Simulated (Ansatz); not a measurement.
# Ge (I4_1/amd) in Ansatz: band structure with LDA

Aim: the band structure of Ge with LDA.

Program: Ansatz 0.2.0. These are calculated values, not measurements. Logs are shortened: lines on timing, memory, paths and dates and some standing lists are left out, and cuts for length are marked.

### 1 The structure

The structure is tetragonal, space group I4_1/amd (No. 141). The conventional cell has a = 5.149 Å, b = 5.149 Å, c = 2.795 Å, α = 90.00°, β = 90.00°, γ = 90.00°. Ge (site symmetry -4m2) is surrounded by 6 Ge at 2.67 to 2.79 Å.

This isn't the form of Ge at room conditions, which is diamond.

### 2 Band structure, LDA, spin-orbit coupling, no magnetisation

File input.yaml:

```yaml
crystal:
  lattice:
    - [-2.574489719, 2.574489719, 1.3974126432]
    - [2.574489719, -2.574489719, 1.3974126432]
    - [2.574489719, 2.574489719, -1.3974126432]
  atoms:
    - { symbol: Ge, position: [0.5, 0.5, 0.0] }
    - { symbol: Ge, position: [0.25, 0.75, 0.5] }
hamiltonian:
  xc: lda
  pseudopotentials: { kind: paw_fr }
magnetization:
  noncollinear: true
  spin_orbit: true
kpoints:
  mp_grid: { grid: [8, 8, 8] }
  band_path:
    path:
      - [[0.0, 0.0, 0.0], [0.0, 0.0, 0.5], [-0.5, 0.5, 0.5], [0.0, 0.0, 0.0], [0.323655812, 0.323655812, -0.323655812], [0.25, 0.25, 0.25], [0.0, 0.5, 0.0], [-0.323655812, 0.676344188, 0.323655812], [-0.5, 0.5, 0.5]]
      - [[0.0, 0.0, 0.5], [0.25, 0.25, 0.25]]
    npoints: 14
scf:
  occupations: { method: gaussian, width: 0.1 }
  n_extra_bands: 6
output:
  forces: true
  stress: true
  eigenvalues: true
  fatbands: false
  write_density: true
  write_potential: true
  elf: true
  volumetric_format: npy
```

Potentials or basis: Ansatz PAW.

Run with:

```console
$ ansatz run input.yaml --threads 2 --pin off --max-ram 5632MiB --backend cpu --events-out ev --progress --plain --runs-dir out
```

Output:

```text
Warning: RAYON_NUM_THREADS=2 ignored (pool sized by the plan → 2); use --threads N
scf.n_extra_bands = 6 over 28 filled bands (N_el = 28.0): the run solves 34 bands
Engine: ansatz 0.2.0, x86_64-unknown-linux-gnu
Pseudopotentials: kind: paw_fr
Pseudopotential: Ge, paw_fr, valence charge 14, recommended cutoff 420 eV (normal), Ge.paw.azcp#standard-fr
Functional definition: SPW92
  exchange = slater_x
  correlation = pw_c
non-collinear run that drives no moment, with spin-orbit: no starting moment large enough to seed its density (crystal.atoms[].spin), no starting occupations that ask for one, no magnetisation constraint and no magnetic field, so the semilocal B_xc is pinned to zero
Crystal: 2 atoms, lattice volume = 37.048 Å³
Basis set: ecut = 420 eV, 733 PW (Γ)
Bands: 34, of which v1, the nominal top of the filled ones, is band 28 counted from 1 (27 counted from 0)
Symmetry: 16 space group operations + 16 with time reversal
Magnetic group: BNS 141.552 (UNI 1212), of the structure as read, at distance tolerance 3.3e-5 Å
k-points: 59 of 512
Projection manifold: j_resolved (fully-relativistic pseudo-atomic orbitals)
Non-local potential: Ge, projectors of the file, l = 0: 2, l = 1: 4, l = 2: 6, l = 3: 2
PAW form: soft (Blöchl's): semilocal exchange-correlation on the pseudo side does not see the compensation charge
PAW frozen core: Ge, regenerated for the run's functional, and the local potential with it (the file was generated under x = pbe(κ = 0.804, μ = 0.2195149727645171), c = pbe(β = 0.06672455060314922))
PAW one-centre angular grid: Ge, 590 points (default); XC on 64 Gauss nodes
Initial density: superposition of atomic densities (chi_scale 0.1, normalization cell)
Initial wavefunctions: pseudopotential atomic-orbital guess
Functional: x = slater, c = lda
SCF iter   1: F=—  HF=-8431.239618 eV  |F-HF|=—  |Δ(HF+E_count)|=         —  Δρ=1.81e-2  dr2=7.75e-2  dr2_m=0.00e0 (ungated)  ethr=3.10e-3  |M|=0.00e0 ∫|m|=0.00e0 μB  |m|>n=0.0e0 m-floor=0.0e0 τ_xc=0.0e0  β_m=0.30  ⟨swp⟩=6.3  Hψ=4470  notcnv=0
preconditioner: auto → none  [insulator: Δε(μ)=0.122 eV  Ē_g=22.507 eV  σ=0.100 eV  W_gap=0.61  n_scr=16 (ndim 8)  ℏωp=32.3 eV  f_vac=0.000  D(μ)=0.81/eV (n_scr^D=4)  ε∞_Penn≈3.1]
SCF iter   2: F=—  HF=-8431.231302 eV  |F-HF|=—  |Δ(HF+E_count)|=   8.32e-3  Δρ=1.24e-2  dr2=3.39e-2  dr2_m=0.00e0 (ungated)  ethr=2.77e-4  |M|=0.00e0 ∫|m|=0.00e0 μB  |m|>n=0.0e0 m-floor=0.0e0 τ_xc=0.0e0  β_m=0.55  ⟨swp⟩=1.2  Hψ=1251  notcnv=0  defer=10
SCF iter   3: F=—  HF=-8431.230810 eV  |F-HF|=—  |Δ(HF+E_count)|=   4.93e-4  Δρ=1.91e-3  dr2=6.67e-4  dr2_m=0.00e0 (ungated)  ethr=1.21e-4  |M|=0.00e0 ∫|m|=0.00e0 μB  |m|>n=0.0e0 m-floor=0.0e0 τ_xc=0.0e0  β_m=0.58  ⟨swp⟩=2.1  Hψ=1729  notcnv=0  defer=10
SCF iter   4: F=—  HF=-8431.231004 eV  |F-HF|=—  |Δ(HF+E_count)|=   1.95e-4  Δρ=2.87e-4  dr2=1.38e-5  dr2_m=0.00e0 (ungated)  ethr=2.38e-6  |M|=0.00e0 ∫|m|=0.00e0 μB  |m|>n=0.0e0 m-floor=0.0e0 τ_xc=0.0e0  β_m=0.77  ⟨swp⟩=2.0  Hψ=1717  notcnv=0  defer=10
SCF iter   5: F=—  HF=-8431.231004 eV  |F-HF|=—  |Δ(HF+E_count)|=   4.19e-7  Δρ=1.96e-5  dr2=4.62e-8  dr2_m=0.00e0 (ungated)  ethr=3.57e-10  |M|=0.00e0 ∫|m|=0.00e0 μB  |m|>n=0.0e0 m-floor=0.0e0 τ_xc=0.0e0  β_m=0.83  ⟨swp⟩=8.6  Hψ=6616  notcnv=0
SCF iter   6: F=-8431.231004 eV  HF=-8431.231004 eV  |F-HF|=1.05e-9  |Δ(HF+E_count)|=   2.46e-9  Δρ=1.88e-6  dr2=8.42e-10  dr2_m=0.00e0 (ungated)  ethr=1.65e-10  |M|=0.00e0 ∫|m|=0.00e0 μB  |m|>n=0.0e0 m-floor=0.0e0 τ_xc=0.0e0  ⟨swp⟩=4.1  Hψ=4927  notcnv=0
SCF 1 converged in 6 iterations: F = -8431.231004 eV  dr2 = 8.42e-10
NSCF: frozen V_eff on 128 k-points
SCF converged after 6 iterations
Magnetization: |M| = 0.0000 μB,  M = (+0.0000, +0.0000, +0.0000) μB
Absolute magnetization: 0.0000 μB (∫|m|)
  site 0: m = (+0.0000, +0.0000, +0.0000) μB, |m| = 0.0000 μB  (R = 1.10 Å)
  site 1: m = (+0.0000, +0.0000, +0.0000) μB, |m| = 0.0000 μB  (R = 1.10 Å)
Free energy (F): -8431.231004 eV
Harris-Foulkes:  -8431.231004 eV  (|F-HF|=1.05e-9)
Internal energy: -8431.227040 eV  (E = F + TS)
E sigma→0 (E₀):  -8431.229022 eV
Entropy (-TS):   -0.003964 eV (-1.982 meV/atom)
Fermi energy:    10.796911 eV
--- Per-component energies (eV) ---
  E_band       = -232.765201
  E_kinetic    = 223.230989
  E_local      = -4299.555498  (includes V_loc(G=0)·N_el)
  E_nonlocal   = 839.178543
  E_hartree    = 1880.683055
  E_xc         = -151.110823
  E_vxc        = -131.029075  (∫ρ·V_xc dr)
  E_paw        = -3878.679469  (= ΣΔE_a)
  E_vpaw       = -625.958961  (= ΣTr[D̂ρ^β])
  E_aug_tail   = 0.000557  (compensation charges beyond the density's cutoff)
  E_ewald      = -3048.802751
  E_core_change = 3.828358  (= ΣΔE_core)
  E_smearing   = -0.003964  (= −TS)
  E_closure    = 0.000000  (closes the sum)
  Σ components = -8431.231004   (vs F -8431.231004, Δ=0.00e0)
--- Forces (eV/Å), atoms counted from 1 ---
  atom   1  Ge     0.00000000    -0.00000000     0.00000000
  atom   2  Ge     0.00000000    -0.00000000     0.00000000
  max |Σ_I F_I| component: 4.86e-17 eV/Å
--- Stress (GPa, compression-positive) ---
       -4.230998       0.000000      -0.000000
        0.000000      -4.230998       0.000000
        0.000000      -0.000000       0.574594
  P = ⅓ Tr σ = -2.6291 GPa (-26.291 kbar)
--- Band table (eV; the first three rows and the last of 59) ---
  k-point 0: bands = ["-14.2029", "-14.2029", "-14.1930", "-14.1930", "-14.1736", "-14.1736", "-14.1423", "-14.1423", "-13.6254", "-13.6254", "-13.6204", "-13.6204", "-13.6007", "-13.6007", "-13.5828", "-13.5828", "-13.5174", "-13.5174", "-13.4718", "-13.4718", "-2.4608", "-2.4608", "6.6718", "6.6718", "8.4393", "8.4393", "8.6111", "8.6111", "14.2182", "14.2182", "18.1749", "18.1749", "18.4989", "18.4989"]
  k-point 1: bands = ["-14.1989", "-14.1989", "-14.1927", "-14.1927", "-14.1745", "-14.1745", "-14.1418", "-14.1418", "-13.6254", "-13.6254", "-13.6203", "-13.6203", "-13.6019", "-13.6019", "-13.5758", "-13.5758", "-13.5201", "-13.5201", "-13.4775", "-13.4775", "-2.2887", "-2.2887", "5.4138", "5.4138", "8.7068", "8.7068", "9.4117", "9.4117", "15.0870", "15.0870", "16.8524", "16.8524", "17.5156", "17.5156"]
  k-point 2: bands = ["-14.1920", "-14.1920", "-14.1887", "-14.1887", "-14.1757", "-14.1757", "-14.1417", "-14.1417", "-13.6290", "-13.6290", "-13.6135", "-13.6135", "-13.6030", "-13.6030", "-13.5610", "-13.5610", "-13.5288", "-13.5288", "-13.4919", "-13.4919", "-1.7731", "-1.7731", "3.5310", "3.5310", "9.2726", "9.2726", "10.4626", "10.4626", "14.8809", "14.8809", "15.8639", "15.8639", "17.3764", "17.3764"]
  k-point 58: bands = ["-14.1955", "-14.1955", "-14.1955", "-14.1955", "-14.1397", "-14.1397", "-14.1397", "-14.1397", "-13.6227", "-13.6227", "-13.6227", "-13.6227", "-13.5589", "-13.5589", "-13.5589", "-13.5589", "-13.5420", "-13.5420", "-13.5420", "-13.5420", "1.9255", "1.9255", "1.9255", "1.9255", "4.9814", "4.9814", "4.9814", "4.9814", "16.9807", "16.9807", "16.9807", "16.9807", "21.7112", "21.7112"]
```

Wall time 46 s (2 threads of Intel Xeon at 2.50GHz (Skylake/Cascade Lake), shared host); peak memory 0.52 GiB.

What came out:

```yaml
Free_energy: -8431.2310 eV
Pressure: -2.6 GPa
Band_gap_on_the_k_mesh: none (metal or under the smearing width)
```

Stress tensor (GPa, compression positive):
```
-4.23  0.00  0.00
 0.00 -4.23  0.00
 0.00  0.00  0.57
```

Levels at the corners of the path, in eV from the Fermi level:
```tsv
point	band 26	band 27	band 28	band 29	band 30	band 31
Γ	-2.36	-2.19	-2.19	3.42	3.42	7.38
X	0.66	0.66	0.66	1.94	1.94	1.94
M	-5.82	-5.82	-5.82	6.18	6.18	6.18
Γ	-2.36	-2.19	-2.19	3.42	3.42	7.38
Z	-3.73	-3.53	-3.53	-3.49	-3.49	3.76
P	-4.26	-4.23	-4.23	4.18	4.18	4.33
N	-2.63	-1.95	-1.95	-1.27	-1.27	2.59
Z1	-3.73	-3.53	-3.53	-3.49	-3.49	3.76
M	-5.82	-5.82	-5.82	6.18	6.18	6.18
X	0.66	0.66	0.66	1.94	1.94	1.94
P	-4.26	-4.23	-4.23	4.18	4.18	4.33
```

Caveat: the PAW data sets come from PBE, with cores solved anew for the run's functional, which leaves a small shift of forces and pressure.
